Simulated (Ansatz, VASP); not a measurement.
**Two plane-wave programs on MgI2**

Contents of INCAR:

```
SYSTEM = MgI2
ALGO = Normal
EDIFF = 1E-6
ENCUT = 520
GGA = PE
ISIF = 2
ISMEAR = 0
LASPH = .True.
LCHARG = .False.
LREAL = .False.
LWAVE = .False.
NBANDS = 15
NELM = 100
PREC = Accurate
SIGMA = 0.05
```

KPOINTS

```
k-points
0
Gamma
  6 6 4
  0 0 0
```

The input POSCAR:

```
MgI2
1.0
    4.2950988506      0.0000000000      0.0000000000
   -2.1475494253      3.7196647164      0.0000000000
    0.0000000000      0.0000000000      7.9749240755
Mg I
1 2
Direct
    0.0000000000      0.0000000000      0.0000000000
    0.3333333333      0.6666666667      0.7743456377
    0.6666666667      0.3333333333      0.2256543623
```

Input for Ansatz:

```yaml
crystal:
  lattice:
    - [4.2950988506, 0.0, 0.0]
    - [-2.1475494253, 3.7196647164, 0.0]
    - [0.0, 0.0, 7.9749240755]
  atoms:
    - { symbol: Mg, position: [0.0, 0.0, 0.0] }
    - { symbol: I, position: [0.3333333333, 0.6666666667, 0.7743456377] }
    - { symbol: I, position: [0.6666666667, 0.3333333333, 0.2256543623] }
basis:
  ecutwfc: 520.0
kpoints:
  mp_grid: { grid: [6, 6, 4] }
hamiltonian:
  xc: pbe
scf:
  occupations: { method: gaussian, width: 0.05 }
output:
  forces: true
  stress: true
  eigenvalues: true
```

Alike in both runs: task single point; functional PBE; k mesh 6 × 6 × 4; occupations gaussian, width 0.05 eV; no spin polarisation.

```csv
,VASP,Ansatz
version,VASP 6.6.1,Ansatz 0.2.0
potentials or method,"VASP PAW PBE potentials, release 64 (Mg, I)","scalar-relativistic, plane waves, PAW"
plane-wave cutoff (eV),520,520
valence electrons in the cell,16,44
```

VASP gave:

| Item | Value |
| --- | --- |
| gap on the k mesh at the Fermi level (eV) | 3.24 |
| least direct gap on the mesh (eV) | 3.24 |
| pressure (GPa) | -2.2 |
| largest component of the traceless stress (GPa) | 0.62 |
| rms of the force components (eV/Å) | 0.299 |

Problem. Estimate Ansatz's values.

Solution. gap on the k mesh at the Fermi level (eV): 3.26; least direct gap on the mesh (eV): 3.26; pressure (GPa): -2.2; largest component of the traceless stress (GPa): 0.62; rms of the force components (eV/Å): 0.294.

Atom by atom the forces differ by 0.004 eV/Å (rms over components). The two sets of potentials don't hold the same shells in valence.

Caveats: spin-orbit coupling is left out, which moves the levels of the heavy elements; this functional lacks dispersion, which binds the layers, so the pressure and a relaxed spacing across them are unreliable. A k mesh can miss the band edges.
